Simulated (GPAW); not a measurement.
# BN (F-43m) in GPAW: settings compared, part 2 of 2

GPAW 26.7.0. Earlier steps stand in the parts before.

## Step 5: Relaxation of cell and atoms, PBEsol+D4, target pressure 10 GPa, at which the enthalpy is minimised

File run.py:

```python
from ase.calculators.mixing import SumCalculator
from ase.filters import FrechetCellFilter
from ase.io import read, write
from ase.optimize import LBFGS
from ase.units import GPa
from dftd4.ase import DFTD4
from gpaw import GPAW, PW, setup_paths

setup_paths.insert(0, '.')

atoms = read('POSCAR')

calc = GPAW(mode=PW(800),
            xc='PBEsol',
            kpts={'size': (13, 13, 13), 'gamma': True},
            occupations={'name': 'fermi-dirac', 'width': 0.05},
            nbands=11,
            convergence={'density': 1e-05, 'forces': 0.0001},
            maxiter=150,
            txt='gpaw.txt')
atoms.calc = SumCalculator([calc, DFTD4(method='pbesol')])
opt = LBFGS(FrechetCellFilter(atoms, scalar_pressure=10 * GPa), trajectory='relax.traj', logfile='-')
done = opt.run(fmax=0.02, steps=60)
calc.write('gs.gpw')
write('result.traj', atoms)
print('Converged:', done)
print('Cell:', atoms.cell.cellpar().round(4))
print('Volume:', round(atoms.get_volume(), 4))
print(atoms.get_scaled_positions().round(5))
```

File POSCAR:

```
BN
1.0
    0.0000000000      1.8130010000      1.8130010000
    1.8130010000      0.0000000000      1.8130010000
    1.8130010000      1.8130010000      0.0000000000
N B
1 1
Direct
    0.2500000000      0.2500000000      0.2500000000
    0.0000000000      0.0000000000      0.0000000000
```

The run is started by

```console
gpaw-setup -f PBEsol B N
OMP_NUM_THREADS=1 python run.py
```

Wall time 1.8 min (1 thread of Arm Neoverse V2, shared host); peak memory 0.23 GiB.

The run converged. Its results:

* Free energy: -18.7149 eV
* Relaxed volume: 5.66 Å³/atom
* Relaxed cell: a = 2.520 Å, b = 2.520 Å, c = 2.520 Å, α = 60.00°, β = 60.00°, γ = 60.00°
* Space group after relaxing (to 0.05 Å): F-43m (No. 216)
* Energy change on relaxing (the enthalpy is what falls): +1.1 meV/atom
* Ionic steps: 4
* Pressure after relaxing: 10.0 GPa
* Band gap on the k mesh: 4.41 eV, indirect (least direct gap 8.97 eV)
* Dispersion energy per atom: -0.138 eV

The path:
| step | energy change (eV) | largest force (eV/Å) | pressure (GPa) | volume (Å³) |
| --- | --- | --- | --- | --- |
| 1 | 0.0000 | 0.0000 | -10.70 | 11.92 |
| 2 | -0.0078 | 0.0000 | -4.60 | 11.72 |
| 3 | 0.0036 | 0.0000 | 10.70 | 11.29 |
| 4 | 0.0022 | 0.0000 | 9.98 | 11.31 |

Final structure:
```yaml
crystal:
  lattice:
    - [0.00000, 1.78170, 1.78170]
    - [1.78170, 0.00000, 1.78170]
    - [1.78170, 1.78170, 0.00000]
  atoms:
    - { symbol: N, position: [0.25000, 0.25000, 0.25000] }
    - { symbol: B, position: [0.00000, 0.00000, 0.00000] }
```

Levels at points of the mesh, in eV from the valence-band top:
| k point | band 1 | band 2 | band 3 | band 4 | band 5 | band 6 | band 7 |
| --- | --- | --- | --- | --- | --- | --- | --- |
| (0.00, 0.00, 0.00) | -20.75 | 0.00 | 0.00 | 0.00 | 8.97 | 8.97 | 8.97 |

Caveat: later steps reuse the first step's grids; an odd mesh through Γ misses points on the zone boundary, where band edges often lie.

## Step 6: Relaxation of cell and atoms, RPBE+D3(BJ)

File run.py:

```python
from ase import Atoms
from ase.calculators.mixing import SumCalculator
from ase.filters import FrechetCellFilter
from ase.io import write
from ase.optimize import LBFGS
from dftd3.ase import DFTD3
from gpaw import GPAW, PW

atoms = Atoms(['N', 'B'],
              cell=[[0.0, 1.813001, 1.813001],
                    [1.813001, 0.0, 1.813001],
                    [1.813001, 1.813001, 0.0]],
              scaled_positions=[[0.25, 0.25, 0.25],
                                [0.0, 0.0, 0.0]],
              pbc=True)

calc = GPAW(mode=PW(800),
            xc='RPBE',
            kpts={'size': (13, 13, 13), 'gamma': True},
            occupations={'name': 'fermi-dirac', 'width': 0.05},
            nbands=11,
            convergence={'density': 1e-05, 'forces': 0.0001},
            maxiter=150,
            txt='gpaw.txt')
atoms.calc = SumCalculator([calc, DFTD3(method='rpbe', damping='d3bj')])
opt = LBFGS(FrechetCellFilter(atoms), trajectory='relax.traj', logfile='-')
done = opt.run(fmax=0.02, steps=60)
calc.write('gs.gpw')
write('result.traj', atoms)
print('Converged:', done)
print('Cell:', atoms.cell.cellpar().round(4))
print('Volume:', round(atoms.get_volume(), 4))
print(atoms.get_scaled_positions().round(5))
```

Potentials or basis: the program's PAW data sets (release 1.2.1) made for this functional, pw.

The run is started by

```console
OMP_NUM_THREADS=1 python run.py
```

Wall time 32 s (1 thread of Arm Neoverse V2, shared host); peak memory 0.17 GiB.

Results (log left out):

```yaml
Free_energy: -17.8956 eV
Relaxed_volume: 5.71 Å³/atom
Relaxed_cell: a = 2.528 Å, b = 2.528 Å, c = 2.528 Å, α = 60.00°, β = 60.00°, γ = 60.00°
Space_group_after_relaxing_to_0.05_Å: F-43m (No. 216)
Energy_gained_by_relaxing: 10.2 meV/atom
Ionic_steps: 3
Pressure_after_relaxing: 0.4 GPa
Band_gap_on_the_k_mesh: 4.61 eV, indirect (least direct gap 9.05 eV)
Dispersion_energy_per_atom: -0.678 eV
```

The path:
| step | energy change (eV) | largest force (eV/Å) | pressure (GPa) | volume (Å³) |
| --- | --- | --- | --- | --- |
| 1 | 0.0000 | 0.0000 | -15.49 | 11.92 |
| 2 | -0.0111 | 0.0000 | -11.17 | 11.77 |
| 3 | -0.0204 | 0.0000 | 0.42 | 11.42 |

Final structure:
```
CELL_PARAMETERS angstrom
0.00000 1.78726 1.78726
1.78726 0.00000 1.78726
1.78726 1.78726 0.00000
ATOMIC_POSITIONS crystal
N 0.25000 0.25000 0.25000
B 0.00000 0.00000 0.00000
```

Levels at points of the mesh, in eV from the valence-band top:
| k point | band 1 | band 2 | band 3 | band 4 | band 5 | band 6 | band 7 |
| --- | --- | --- | --- | --- | --- | --- | --- |
| (0.00, 0.00, 0.00) | -20.68 | 0.00 | 0.00 | 0.00 | 9.05 | 9.05 | 9.05 |

Caveat: later steps reuse the first step's grids; an odd mesh through Γ misses points on the zone boundary, where band edges often lie.

## Step 7: The runs side by side

```tsv
level	potentials or basis	cell	optimizer	fmax	max steps	target pressure	gap on the mesh (eV)	pressure (GPa)	relaxed volume (Å³/atom)
PBE+D3(BJ)	GPAW PAW data sets (gpaw-data 1.2.1), pw	relaxed	BFGS	0.01 eV/Å	40	-	4.56	0.1	5.84
PBE+D4	GPAW PAW data sets (gpaw-data 1.2.1), pw	relaxed	FIRE	0.02 eV/Å	40	-	4.56	0.4	5.84
PBEsol+D3(BJ)	PAW data sets generated in the run's folder for this functional, pw	relaxed	BFGS	0.05 eV/Å	100	-	4.39	0.2	5.78
PBEsol+D4	PAW data sets generated in the run's folder for this functional, pw	relaxed to 10 GPa	LBFGS	0.02 eV/Å	60	10 GPa	4.41	10.0	-
RPBE+D3(BJ)	the program's PAW data sets (release 1.2.1) made for this functional, pw	relaxed	LBFGS	0.02 eV/Å	60	-	4.61	0.4	5.71
```

Alike in all rows: task relaxation of cell and atoms; no spin polarisation; k mesh 13 × 13 × 13; cutoff (eV) 800; smearing fermi-dirac 0.05 eV.

Caveats: later steps reuse the first step's grids; an odd mesh through Γ misses points on the zone boundary, where band edges often lie.

Total energies depend on the potentials used, so only differences within one code and one set of settings carry meaning.
